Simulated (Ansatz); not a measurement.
# SiNi: the cost of one run

Program: Ansatz 0.2.0. Level of theory: DFT LDA, scalar-relativistic. These are calculated values, not measurements.

## Step 1: Starting point

It takes space group Pmmn (No. 59, orthorhombic). Conventional cell: a = 3.027 Å, b = 3.273 Å, c = 4.698 Å, α = 90.00°, β = 90.00°, γ = 90.00°. Around Si (site symmetry mm2) lie 6 Ni at 2.34 to 2.40 Å and 4 Si at 2.68 Å. Ni (site symmetry mm2) has 6 Si at 2.34 to 2.40 Å and 4 Ni at 2.67 Å as nearest neighbours.

Structure file:

```cif
data_structure
_symmetry_space_group_name_H-M 'P 1'
_symmetry_Int_Tables_number 1
_cell_length_a 3.0266
_cell_length_b 3.2735
_cell_length_c 4.6978
_cell_angle_alpha 90.000
_cell_angle_beta 90.000
_cell_angle_gamma 90.000
_cell_volume 46.54
loop_
_atom_site_label
_atom_site_type_symbol
_atom_site_fract_x
_atom_site_fract_y
_atom_site_fract_z
_atom_site_occupancy
Si1 Si 0.50000 0.50000 0.84230 1
Si2 Si 0.00000 0.00000 0.15770 1
Ni1 Ni 0.50000 0.50000 0.34422 1
Ni2 Ni 0.00000 0.00000 0.65578 1
```

Atoms are numbered in the order of the input: Si1, Si2, Ni3, Ni4.

## Step 2: Volume × 0.94, LAPW

input.yaml

```yaml
crystal:
  lattice:
    - [2.9648349084, 0.0, 0.0]
    - [0.0, 3.2066751269, 0.0]
    - [0.0, 0.0, 4.6018604381]
  atoms:
    - { symbol: Si, position: [0.5, 0.5, 0.8423] }
    - { symbol: Si, position: [0.0, 0.0, 0.1577] }
    - { symbol: Ni, position: [0.5, 0.5, 0.34422], spin: 1.5 }
    - { symbol: Ni, position: [0.0, 0.0, 0.65578], spin: 1.5 }
magnetization:
  spin_polarized: true
kpoints:
  mp_grid: { grid: [11, 10, 7] }
  band_path:
    path:
      - [0.0, 0.0, 0.0]
      - [0.5, 0.0, 0.0]
      - [0.5, 0.5, 0.0]
      - [0.0, 0.5, 0.0]
      - [0.0, 0.0, 0.0]
      - [0.0, 0.0, 0.5]
      - [0.5, 0.0, 0.5]
      - [0.5, 0.5, 0.5]
      - [0.0, 0.5, 0.5]
    npoints: 5
scf:
  occupations: { method: fermi_dirac, width: 0.05 }
hamiltonian:
  xc: lda
  pseudopotentials: { kind: all_electron, lapw: { basis_error: 0.001 } }
output:
  forces: true
  stress: true
  eigenvalues: true
```

On the command line:

```console
ansatz run input.yaml --threads 1 --pin off --max-ram 6144MiB --backend cpu --events-out ev --progress --plain --runs-dir out
```

Q: Estimate wall time and peak memory on 1 thread of Arm Neoverse V1, shared host.

About 3.6 min, with a peak of 1.3 GiB.
